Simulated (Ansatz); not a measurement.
Crystal: Yb.

```xyz
1
Lattice="0.0000 2.7431 2.7431 2.7431 0.0000 2.7431 2.7431 2.7431 0.0000" Properties=species:S:1:pos:R:3 pbc="T T T"
Yb    0.0000    0.0000    0.0000
```

| Quantity | Value |
| --- | --- |
| Program | Ansatz 0.2.0 |
| Task | single point |
| Functional | PBE |
| Potentials or basis | all-electron LAPW, scalar-relativistic |
| Cutoff | 171 eV (chosen from the basis error) |
| Basis error allowed | 0.001 eV/atom |
| k mesh | 8 × 8 × 8 |
| Occupations | fermi-dirac, width 0.05 eV |
| Spin | collinear spin, ferromagnetic start |
| Starting moments | [1.0] μB |

On this cell: pressure -2.1 GPa; net moment 0.00 μB per cell; band gap on the k mesh none (metal or under the smearing width).

The same run follows on a disturbed copy (cell strained at random at fixed volume):

```xyz
1
Lattice="0.0279 2.7406 2.7569 2.7504 0.0012 2.7836 2.7305 2.7474 0.0211" Properties=species:S:1:pos:R:3 pbc="T T T"
Yb   -0.0061   -0.0270    0.0503
```

Problem. What changes?

Solution. The energy (extrapolated to zero smearing) moves by +0.8 meV/atom; pressure -2.1 GPa; net moment 0.00 μB per cell; band gap on the k mesh none (metal or under the smearing width).

Stress tensor (GPa, compression positive):
```
-2.05 -0.05 -0.29
-0.05 -2.13  0.04
-0.29  0.04 -2.20
```

Caveats: an open f shell can end in a state above the lowest; spin-orbit coupling is left out, which moves the levels of the heavy elements; the starting moments weren't kept.

The runs don't all hold the same shells in valence.
